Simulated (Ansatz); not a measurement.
# In: pressure against volume

One table from this session's results is given with a row withheld; the runs are named, their logs left out.

Computed with Ansatz 0.2.0 (DFT PBE, scalar-relativistic, unless a step's input says otherwise).

## The starting structure

Symmetry: I4/mmm, No. 139, tetragonal system. Conventional cell: a = 3.252 Å, b = 3.252 Å, c = 4.948 Å, α = 90.00°, β = 90.00°, γ = 90.00°. In (site symmetry 4/mmm) has 12 In at 3.25 to 3.38 Å as nearest neighbours.

As a file:

```cif
data_structure
_symmetry_space_group_name_H-M 'I4/mmm'
_symmetry_Int_Tables_number 139
_cell_length_a 3.2523
_cell_length_b 3.2523
_cell_length_c 4.9479
_cell_angle_alpha 90.000
_cell_angle_beta 90.000
_cell_angle_gamma 90.000
_cell_volume 52.34
loop_
_atom_site_label
_atom_site_type_symbol
_atom_site_symmetry_multiplicity
_atom_site_Wyckoff_symbol
_atom_site_fract_x
_atom_site_fract_y
_atom_site_fract_z
_atom_site_occupancy
In1 In 2 a 0.00000 0.00000 0.00000 1
```

The file gives the conventional cell by its symmetry; the runs use the cell typed in the input.

The cell is a deposited one (Crystallography Open Database entry 9017523); the temperature and pressure of the measurement aren't taken into account, and nothing was relaxed.

Set-up of the first run:

input.yaml reads:

```yaml
crystal:
  lattice:
    - [-1.5932363393, 1.5932363393, 2.4238766667]
    - [1.5932363393, -1.5932363393, 2.4238766667]
    - [1.5932363393, 1.5932363393, -2.4238766667]
  atoms:
    - { symbol: In, position: [0.0, 0.0, 0.0] }
kpoints:
  mp_grid: { grid: [12, 12, 14] }
scf:
  occupations: { method: fermi_dirac, width: 0.05 }
hamiltonian:
  xc: pbe
  pseudopotentials: { kind: all_electron, lapw: { basis_error: 0.001 } }
output:
  forces: true
  stress: true
  eigenvalues: true
```

Among the steps run: Volume × 0.9405, LAPW; Volume × 0.9405, PAW; Volume × 0.9405, crystal datasets; Volume × 0.97, LAPW; Volume × 0.97, PAW; Volume × 1.03, LAPW; Volume × 1.03, PAW; Volume × 1.06, LAPW; Volume × 1.06, PAW; Volume × 1.06, crystal datasets.

One of the session's tables, all rows but one given; the rest of the session is left out.

| method | volume (Å³/atom) | pressure (GPa) |
| --- | --- | --- |
| LAPW | 24.611 | 5.28 |
| LAPW | 25.383 | 3.54 |
| LAPW | 26.168 | 2.05 |
| LAPW | 26.953 | 0.80 |
| LAPW | 27.738 | -0.26 |
| PAW | 24.611 | 5.28 |
| PAW | 25.383 | 3.53 |
| PAW | 26.168 | 2.04 |
| PAW | 26.953 | ? |
| PAW | 27.738 | -0.26 |
| crystal datasets | 24.611 | 5.28 |
| crystal datasets | 26.168 | 2.04 |
| crystal datasets | 27.738 | -0.26 |

**Question.** Estimate the row for PAW, 26.953.

**Answer.** pressure (GPa): 0.79. In the column «pressure (GPa)» it lies between crystal datasets, 27.738 (-0.26) and LAPW, 26.953 (0.80).

Limits of these values: Shape and positions are held, so a fully relaxed modulus can be lower. Warnings in the runs' records: symmetry narrowed by mesh, gradients without spin orbit, crystal datasets made.
